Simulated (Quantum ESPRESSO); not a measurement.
# KCl (Sylvite) (Fm-3m) in Quantum ESPRESSO: a series of runs

One crystal, KCl (Sylvite), is run at these levels: WC, BLYP, AM05, LDA; tasks: dielectric tensor, phonons.

Program: Quantum ESPRESSO 7.5. These are calculated values, not measurements. Logs are shortened: lines on timing, memory, paths and dates and some standing lists are left out, and cuts for length are marked.

**What was measured.**

A printed reference work, textbook reports, for a bulk crystal of KCl at 80 K: high-frequency dielectric constant 2.19.

How close the calculation comes is told below.

### 1 The structure

Symmetry: Fm-3m, No. 225, cubic system. Conventional cell: a = 6.293 Å, b = 6.293 Å, c = 6.293 Å, α = 90.00°, β = 90.00°, γ = 90.00°. K (site symmetry m-3m) has 6 Cl at 3.15 Å as nearest neighbours. Cl (site symmetry m-3m) has 6 K at 3.15 Å as nearest neighbours.

### 2 Dielectric tensor, WC

File pw.in:

```
&CONTROL
  calculation = 'scf'
  prefix = 'pwscf'
  outdir = './tmp'
  pseudo_dir = './pseudo'
  tprnfor = .true.
  tstress = .true.
  disk_io = 'low'
/
&SYSTEM
  ibrav = 0
  nat = 2
  ntyp = 2
  ecutwfc = 45
  ecutrho = 360
  nbnd = 14
  input_dft = 'wc'
  occupations = 'smearing'
  smearing = 'fd'
  degauss = 0.00367493
/
&ELECTRONS
  conv_thr = 4d-10
  electron_maxstep = 120
  mixing_beta = 0.5
/
ATOMIC_SPECIES
K     39.0983 k_pbe_v1.4.uspp.F.UPF
Cl    35.4500 cl_pbe_v1.4.uspp.F.UPF
CELL_PARAMETERS angstrom
   0.0000000000    3.1464700000    3.1464700000
   3.1464700000    0.0000000000    3.1464700000
   3.1464700000    3.1464700000    0.0000000000
ATOMIC_POSITIONS angstrom
K      0.0000000000    0.0000000000    0.0000000000
Cl     3.1464700000    3.1464700000    3.1464700000
K_POINTS automatic
6 6 6 1 1 1
```

File scf2.in:

```
&CONTROL
  calculation = 'scf'
  prefix = 'pwscf'
  outdir = './tmp'
  pseudo_dir = './pseudo'
  tprnfor = .true.
  tstress = .true.
  disk_io = 'low'
/
&SYSTEM
  ibrav = 0
  nat = 2
  ntyp = 2
  ecutwfc = 45
  ecutrho = 360
  nbnd = 14
  input_dft = 'wc'
  occupations = 'fixed'
/
&ELECTRONS
  conv_thr = 1d-13
  electron_maxstep = 120
  mixing_beta = 0.5
  startingpot = 'file'
  startingwfc = 'file'
/
ATOMIC_SPECIES
K     39.0983 k_pbe_v1.4.uspp.F.UPF
Cl    35.4500 cl_pbe_v1.4.uspp.F.UPF
CELL_PARAMETERS angstrom
   0.0000000000    3.1464700000    3.1464700000
   3.1464700000    0.0000000000    3.1464700000
   3.1464700000    3.1464700000    0.0000000000
ATOMIC_POSITIONS angstrom
K      0.0000000000    0.0000000000    0.0000000000
Cl     3.1464700000    3.1464700000    3.1464700000
K_POINTS automatic
6 6 6 1 1 1
```

File ph.in:

```
dielectric of KCl
&INPUTPH
  prefix = 'pwscf'
  outdir = './tmp'
  tr2_ph = 1d-18
  fildyn = 'dyn'
  niter_ph = 90
  alpha_mix(1) = 0.7
  epsil = .true.
  trans = .false.
  zeu = .true.
/
0.0000000000 0.0000000000 0.0000000000
```

Potentials or basis: GBRV 1.5 PBE.

The run is started by

```
$ OMP_NUM_THREADS=1 pw.x -in pw.in > pw.out
$ OMP_NUM_THREADS=1 pw.x -in scf2.in > scf2.out
$ OMP_NUM_THREADS=1 ph.x -in ph.in > ph.out
```

pw.out:

```text
This program is part of the open-source Quantum ESPRESSO suite
     for quantum simulation of materials; please cite
         "P. Giannozzi et al., J. Phys.:Condens. Matter 21 395502 (2009);
         "P. Giannozzi et al., J. Phys.:Condens. Matter 29 465901 (2017);
         "P. Giannozzi et al., J. Chem. Phys. 152 154105 (2020);
     in publications or presentations arising from this work. More details at

     IMPORTANT: XC functional enforced from input :
     Exchange-correlation= WC
                           (   1   4  11   4   0   0   0)
     Any further DFT definition will be discarded
     Please, verify this is what you really want

     Message from routine setup:
     using ibrav=0 with symmetry is DISCOURAGED, use correct ibrav instead

     G-vector sticks info
     --------------------
     sticks:   dense  smooth     PW     G-vecs:    dense   smooth      PW
     Sum        1759     871    265                48455    17153    2891

     Using Slab Decomposition

     bravais-lattice index     =            0
     lattice parameter (alat)  =       8.4089  a.u.
     unit-cell volume          =     420.4336 (a.u.)^3
     number of atoms/cell      =            2
     number of atomic types    =            2
     number of electrons       =        16.00
     number of Kohn-Sham states=           14
     kinetic-energy cutoff     =      45.0000  Ry
     charge density cutoff     =     360.0000  Ry
     scf convergence threshold =      4.0E-10
     mixing beta               =       0.5000
     number of iterations used =            8  plain     mixing
     Exchange-correlation= WC
                           (   1   4  11   4   0   0   0)

     celldm(1)=   8.408867  celldm(2)=   0.000000  celldm(3)=   0.000000
     celldm(4)=   0.000000  celldm(5)=   0.000000  celldm(6)=   0.000000

     crystal axes: (cart. coord. in units of alat)
               a(1) = (   0.000000   0.707107   0.707107 )
               a(2) = (   0.707107   0.000000   0.707107 )
               a(3) = (   0.707107   0.707107   0.000000 )

     reciprocal axes: (cart. coord. in units 2 pi/alat)
               b(1) = ( -0.707107  0.707107  0.707107 )
               b(2) = (  0.707107 -0.707107  0.707107 )
               b(3) = (  0.707107  0.707107 -0.707107 )

     PseudoPot. # 1 for K  read from file:
     k_pbe_v1.4.uspp.F.UPF
     Pseudo is Ultrasoft + core correction, Zval =  9.0
     Generated by new atomic code, or converted to UPF format
     Using radial grid of  841 points,  6 beta functions with:
                l(1) =   0
                l(2) =   0
                l(3) =   1
                l(4) =   1
                l(5) =   2
                l(6) =   2
     Q(r) pseudized with  6 coefficients,  rinner =    1.500   1.500   1.500
                                                       1.500   1.500

     PseudoPot. # 2 for Cl read from file:
     cl_pbe_v1.4.uspp.F.UPF
     Pseudo is Ultrasoft + core correction, Zval =  7.0
     Generated by new atomic code, or converted to UPF format
     Using radial grid of  909 points,  6 beta functions with:
                l(1) =   0
                l(2) =   0
                l(3) =   1
                l(4) =   1
                l(5) =   2
                l(6) =   2
     Q(r) pseudized with  8 coefficients,  rinner =    1.300   1.300   1.300
                                                       1.300   1.300

     atomic species   valence    mass     pseudopotential
     K                 9.00    39.09830     K ( 1.00)
     Cl                7.00    35.45000     Cl( 1.00)

     48 Sym. Ops., with inversion, found

   Cartesian axes

     site n.     atom                  positions (alat units)
         1        K      tau(   1) = (   0.0000000   0.0000000   0.0000000  )
         2        Cl     tau(   2) = (   0.7071068   0.7071068   0.7071068  )

     number of k points=    28  Fermi-Dirac smearing, width (Ry)=  0.0037
                       cart. coord. in units 2pi/alat
        k(    1) = (   0.0589256   0.0589256   0.0589256), wk =   0.0185185
        k(    2) = (   0.1767767   0.1767767  -0.0589256), wk =   0.0555556
        k(    3) = (   0.2946278   0.2946278  -0.1767767), wk =   0.0555556
        k(    4) = (  -0.2946278  -0.2946278   0.4124790), wk =   0.0555556
        k(    5) = (  -0.1767767  -0.1767767   0.2946278), wk =   0.0555556
        k(    6) = (  -0.0589256  -0.0589256   0.1767767), wk =   0.0555556
[... 20 lines left out ...]
        k(   27) = (   0.2946278   0.2946278   0.2946278), wk =   0.0185185
        k(   28) = (  -0.2946278  -0.2946278   0.8838835), wk =   0.0555556

     Dense  grid:    48455 G-vectors     FFT dimensions: (  54,  54,  54)

     Smooth grid:    17153 G-vectors     FFT dimensions: (  36,  36,  36)

     Initial potential from superposition of free atoms

     starting charge      15.4966, renormalised to      16.0000

     negative rho (up, down):  1.578E-02 0.000E+00
     Starting wfcs are   12 randomized atomic wfcs +    2 random wfcs

     Self-consistent Calculation

     iteration #  1     ecut=    45.00 Ry     beta= 0.50
     Davidson diagonalization with overlap
     ethr =  1.00E-02,  avg # of iterations = 10.0

     Threshold (ethr) on eigenvalues was too large:
     Diagonalizing with lowered threshold

     Davidson diagonalization with overlap
     ethr =  6.61E-04,  avg # of iterations =  3.0

     negative rho (up, down):  1.553E-02 0.000E+00

     total energy              =     -90.40468521 Ry
     estimated scf accuracy    <       0.09847702 Ry

     iteration #  2     ecut=    45.00 Ry     beta= 0.50
     Davidson diagonalization with overlap
     ethr =  6.15E-04,  avg # of iterations =  4.4
[... 10 lines left out ...]
     negative rho (up, down):  1.479E-02 0.000E+00

     total energy              =     -90.42418326 Ry
     estimated scf accuracy    <       0.00085256 Ry

     iteration #  4     ecut=    45.00 Ry     beta= 0.50
     Davidson diagonalization with overlap
     c_bands:  1 eigenvalues not converged
     ethr =  5.33E-06,  avg # of iterations =  6.6

     negative rho (up, down):  1.475E-02 0.000E+00

     total energy              =     -90.42431227 Ry
     estimated scf accuracy    <       0.00006700 Ry

     iteration #  5     ecut=    45.00 Ry     beta= 0.50
     Davidson diagonalization with overlap
     c_bands:  1 eigenvalues not converged
     c_bands:  1 eigenvalues not converged
     ethr =  4.19E-07,  avg # of iterations =  5.5

     negative rho (up, down):  1.475E-02 0.000E+00

     total energy              =     -90.42432869 Ry
     estimated scf accuracy    <       0.00000382 Ry

     iteration #  6     ecut=    45.00 Ry     beta= 0.50
     Davidson diagonalization with overlap
     ethr =  2.39E-08,  avg # of iterations =  4.5
[... 24 lines left out ...]
     iteration #  9     ecut=    45.00 Ry     beta= 0.50
     Davidson diagonalization with overlap
     ethr =  5.37E-11,  avg # of iterations =  2.0

     negative rho (up, down):  1.475E-02 0.000E+00

     End of self-consistent calculation

          k = 0.0589 0.0589 0.0589 (  2118 PWs)   bands (ev):

   -26.2559 -11.2915  -9.7380  -9.7380  -9.7205   0.7481   0.8154   0.8154
     6.1224   9.1184   9.2691   9.2691  10.1098  10.1098

          k = 0.1768 0.1768-0.0589 (  2133 PWs)   bands (ev):

   -26.2525 -11.3453  -9.7520  -9.7371  -9.6463   0.3817   0.6939   0.7351
     6.8944   8.8704   9.6021   9.9294  10.4478  10.7201

          k = 0.2946 0.2946-0.1768 (  2139 PWs)   bands (ev):

   -26.2473 -11.4182  -9.7581  -9.7430  -9.5510  -0.0570   0.5458   0.5653
     8.0469   9.0662  10.5287  10.9455  11.2001  11.7783

          k =-0.2946-0.2946 0.4125 (  2143 PWs)   bands (ev):

   -26.2455 -11.4407  -9.7541  -9.7501  -9.5229  -0.1889   0.4922   0.5141
     8.3784   9.3476  11.1792  11.4056  11.8502  12.0522

          k =-0.1768-0.1768 0.2946 (  2143 PWs)   bands (ev):
[... 6 lines left out ...]
   -26.2541 -11.3182  -9.7452  -9.7430  -9.6794   0.5300   0.7683   0.7792
     6.5261   8.8151   9.5797   9.6222  10.2162  10.4824

          k = 0.2946 0.0589 0.0589 (  2135 PWs)   bands (ev):

   -26.2510 -11.3364  -9.7575  -9.7557  -9.6480   0.2700   0.7080   0.7232
     7.1507   8.3453  10.2360  10.2775  10.4176  11.0586

          k = 0.4125 0.1768-0.0589 (  2138 PWs)   bands (ev):

   -26.2468 -11.3470  -9.7810  -9.7611  -9.6337   0.0806   0.5653   0.6124
     8.0795   8.2830  10.8426  10.9749  11.2405  11.5088

          k =-0.1768-0.4125 0.5303 (  2151 PWs)   bands (ev):

   -26.2441 -11.3648  -9.7952  -9.7701  -9.6010  -0.0018   0.4260   0.5132
     8.5353   9.1561  10.8446  11.0068  11.7449  12.2006

          k =-0.0589-0.2946 0.4125 (  2144 PWs)   bands (ev):

   -26.2456 -11.3738  -9.7970  -9.7539  -9.5886   0.0124   0.5046   0.5277
     8.4254   8.7849  10.7064  10.8747  11.3754  12.0906

          k = 0.0589-0.1768 0.2946 (  2135 PWs)   bands (ev):

   -26.2498 -11.3648  -9.7651  -9.7436  -9.6144   0.1793   0.6267   0.6717
     7.4679   8.5967  10.1304  10.5045  10.6732  11.2426

          k = 0.5303 0.0589 0.0589 (  2139 PWs)   bands (ev):

   -26.2445 -11.2568  -9.8026  -9.7843  -9.7516   0.1271   0.5991   0.6271
     7.5960   8.5748  10.8972  11.1367  11.8234  12.0047

          k =-0.0589-0.5303 0.6482 (  2150 PWs)   bands (ev):

   -26.2427 -11.2412  -9.8591  -9.7999  -9.7159   0.2097   0.4485   0.5489
     7.7931   9.4770  10.2530  11.1607  11.3908  12.3536

          k = 0.0589-0.4125 0.5303 (  2150 PWs)   bands (ev):

   -26.2433 -11.3222  -9.8323  -9.7785  -9.6310   0.1243   0.3640   0.5019
     8.5511   9.2607  10.4933  10.8137  11.7358  12.2813

          k = 0.1768-0.2946 0.4125 (  2140 PWs)   bands (ev):

   -26.2455 -11.4082  -9.7709  -9.7527  -9.5589  -0.0893   0.4885   0.5306
     8.3717   9.1023  10.9743  11.1198  11.4824  12.0492

          k =-0.6482 0.0589 0.0589 (  2147 PWs)   bands (ev):

   -26.2428 -11.2003  -9.8683  -9.7916  -9.7778   0.1762   0.5703   0.6064
     7.4330   9.1388  10.7287  11.0512  11.4155  12.4119

          k =-0.5303 0.1768-0.0589 (  2144 PWs)   bands (ev):

   -26.2442 -11.2931  -9.8055  -9.7898  -9.6876   0.1182   0.5046   0.5709
     7.9376   8.8351  10.7534  11.3133  11.5283  11.9315

          k =-0.4125 0.0589 0.0589 (  2134 PWs)   bands (ev):

   -26.2475 -11.3155  -9.7726  -9.7718  -9.6778   0.1293   0.6474   0.6678
     7.8427   7.9278  10.6555  11.0966  11.1570  11.4125

          k = 0.1768 0.1768 0.1768 (  2142 PWs)   bands (ev):

   -26.2512 -11.3729  -9.7422  -9.7422  -9.6156   0.2419   0.6671   0.6671
     7.2122   8.9598   9.9340   9.9340  10.8118  10.8118

          k = 0.2946 0.2946 0.0589 (  2143 PWs)   bands (ev):
[... 21 lines left out ...]
   -26.2437 -11.3258  -9.8128  -9.7899  -9.6300   0.0966   0.4391   0.4907
     8.5327   8.9593  10.4298  11.1728  11.8034  12.0768

          k =-0.0589-0.2946 0.6482 (  2165 PWs)   bands (ev):

   -26.2427 -11.2792  -9.8412  -9.8185  -9.6554   0.2433   0.3664   0.4561
     8.4422   9.2314  10.1948  10.7940  12.1272  12.3540

          k =-0.7660 0.1768 0.1768 (  2148 PWs)   bands (ev):

   -26.2429 -11.2825  -9.8498  -9.7762  -9.6827   0.2063   0.3376   0.5469
     8.0774   9.6527  10.2855  10.9366  11.6326  11.9613

          k = 0.2946 0.2946 0.2946 (  2132 PWs)   bands (ev):

   -26.2464 -11.4458  -9.7461  -9.7461  -9.5185  -0.1726   0.5278   0.5278
     8.2109   9.2914  11.0365  11.0365  11.8230  11.8230

          k =-0.2946-0.2946 0.8839 (  2142 PWs)   bands (ev):

   -26.2447 -11.4032  -9.7822  -9.7535  -9.5613  -0.0954   0.4582   0.5081
     8.5157   9.2783  10.9329  11.2619  11.4103  12.6089

     the Fermi energy is     3.1448 ev

!    total energy              =     -90.42433251 Ry
     estimated scf accuracy    <          3.8E-10 Ry
     smearing contrib. (-TS)   =       0.00000000 Ry
     internal energy E=F+TS    =     -90.42433251 Ry

     The total energy is F=E-TS. E is the sum of the following terms:
     one-electron contribution =     -30.23266439 Ry
     hartree contribution      =      19.90554735 Ry
     xc contribution           =     -18.43033543 Ry
     ewald contribution        =     -61.66688004 Ry

     convergence has been achieved in   9 iterations

     negative rho (up, down):  1.475E-02 0.000E+00

     Forces acting on atoms (cartesian axes, Ry/au):

     atom    1 type  1   force =    -0.00000000   -0.00000000   -0.00000000
     atom    2 type  2   force =     0.00000000   -0.00000000    0.00000000

     Total force =     0.000000     Total SCF correction =     0.000000

     Computing stress (Cartesian axis) and pressure

     negative rho (up, down):  1.475E-02 0.000E+00
          total   stress  (Ry/bohr**3)                   (kbar)     P=       -3.95
  -0.00002682  -0.00000000  -0.00000000           -3.95       -0.00       -0.00
  -0.00000000  -0.00002682  -0.00000000           -0.00       -3.95       -0.00
  -0.00000000  -0.00000000  -0.00002682           -0.00       -0.00       -3.95

=------------------------------------------------------------------------------=
   JOB DONE.
=------------------------------------------------------------------------------=
```

Wall time 3.2 min (1 thread of Arm Neoverse V2, shared host); peak memory 0.21 GiB.

What came out:

* Free energy: -1230.2857 eV
* Pressure: -0.4 GPa
* Electronic dielectric tensor (diagonal): 2.35
* Born charges (mean of the diagonal): K +1.12; Cl -1.13 e

Electronic dielectric tensor:
```
2.35 0.00 0.00
0.00 2.35 0.00
0.00 0.00 2.35
```

Born effective charge tensors (e):
atom 1, K
```
1.12 0.00 0.00
0.00 1.12 0.00
0.00 0.00 1.12
```
atom 2, Cl
```
-1.13  0.00  0.00
 0.00 -1.13  0.00
 0.00  0.00 -1.13
```

Caveat: the potentials were made for another functional, which shifts forces and pressure.

### 3 Dielectric tensor, BLYP

Edit pw.in of step 2 so:

```diff
@@ -16,3 +16,3 @@
   nbnd = 14
-  input_dft = 'wc'
+  input_dft = 'blyp'
   occupations = 'smearing'
```

Edit scf2.in of step 2 so:

```diff
@@ -16,3 +16,3 @@
   nbnd = 14
-  input_dft = 'wc'
+  input_dft = 'blyp'
   occupations = 'fixed'
```

ph.in is that of step 2.

Potentials or basis: GBRV 1.5 PBE.

The run is started by

```
$ OMP_NUM_THREADS=1 pw.x -in pw.in > pw.out
$ OMP_NUM_THREADS=1 pw.x -in scf2.in > scf2.out
$ OMP_NUM_THREADS=1 ph.x -in ph.in > ph.out
```

pw.out:

```text
This program is part of the open-source Quantum ESPRESSO suite
     for quantum simulation of materials; please cite
         "P. Giannozzi et al., J. Phys.:Condens. Matter 21 395502 (2009);
         "P. Giannozzi et al., J. Phys.:Condens. Matter 29 465901 (2017);
         "P. Giannozzi et al., J. Chem. Phys. 152 154105 (2020);
     in publications or presentations arising from this work. More details at

     IMPORTANT: XC functional enforced from input :
     Exchange-correlation= BLYP
                           (   1   3   1   3   0   0   0)
     Any further DFT definition will be discarded
     Please, verify this is what you really want

     Message from routine setup:
     using ibrav=0 with symmetry is DISCOURAGED, use correct ibrav instead

     G-vector sticks info
     --------------------
     sticks:   dense  smooth     PW     G-vecs:    dense   smooth      PW
     Sum        1759     871    265                48455    17153    2891

     Using Slab Decomposition

     bravais-lattice index     =            0
[... 290 lines left out ...]
     8.3234   9.2163  11.1000  11.6194  11.8094  12.1581

          k =-0.4125 0.0589 0.0589 (  2134 PWs)   bands (ev):
[... 51 lines left out ...]
   -26.1124 -11.0850  -9.6035  -9.5759  -9.3646   0.2572   0.8048   0.8531
     8.9579   9.6660  11.2189  11.5098  11.7017  12.8720

     the Fermi energy is     3.3732 ev

!    total energy              =     -90.41810425 Ry
     estimated scf accuracy    <          9.0E-11 Ry
     smearing contrib. (-TS)   =       0.00000000 Ry
     internal energy E=F+TS    =     -90.41810425 Ry

     The total energy is F=E-TS. E is the sum of the following terms:
     one-electron contribution =     -30.28526149 Ry
     hartree contribution      =      19.97968230 Ry
     xc contribution           =     -18.44564502 Ry
     ewald contribution        =     -61.66688004 Ry

     convergence has been achieved in  10 iterations

     negative rho (up, down):  1.472E-02 0.000E+00

     Forces acting on atoms (cartesian axes, Ry/au):

     atom    1 type  1   force =     0.00000000    0.00000000    0.00000000
     atom    2 type  2   force =     0.00000000    0.00000000    0.00000000

     Total force =     0.000000     Total SCF correction =     0.000000

     Computing stress (Cartesian axis) and pressure

     negative rho (up, down):  1.472E-02 0.000E+00
          total   stress  (Ry/bohr**3)                   (kbar)     P=       12.97
   0.00008817   0.00000000   0.00000000           12.97        0.00        0.00
   0.00000000   0.00008817   0.00000000            0.00       12.97        0.00
  -0.00000000   0.00000000   0.00008817           -0.00        0.00       12.97

=------------------------------------------------------------------------------=
   JOB DONE.
=------------------------------------------------------------------------------=
```

Wall time 3.2 min (1 thread of Arm Neoverse V2, shared host); peak memory 0.21 GiB.

What came out:

```yaml
Free_energy: -1230.2010 eV
Pressure: 1.3 GPa
Electronic_dielectric_tensor_diagonal: 2.31
Born_charges_mean_of_the_diagonal: K +1.11; Cl -1.12 e
```

Levels at points of the mesh, in eV from the valence-band top:
```tsv
k point	band 5	band 6	band 7	band 8	band 9	band 10	band 11	band 12
(0.08, 0.08, 0.08)	-10.70	-0.07	0.00	0.00	5.37	8.27	8.40	8.40
```

Electronic dielectric tensor:
```
2.31 0.00 0.00
0.00 2.31 0.00
0.00 0.00 2.31
```

Born effective charge tensors (e):
atom 1, K
```
1.11 0.00 0.00
0.00 1.11 0.00
0.00 0.00 1.11
```
atom 2, Cl
```
-1.12  0.00  0.00
 0.00 -1.12  0.00
 0.00  0.00 -1.12
```

Caveat: the potentials were made for another functional, which shifts forces and pressure.

[end of part 1 of 3]
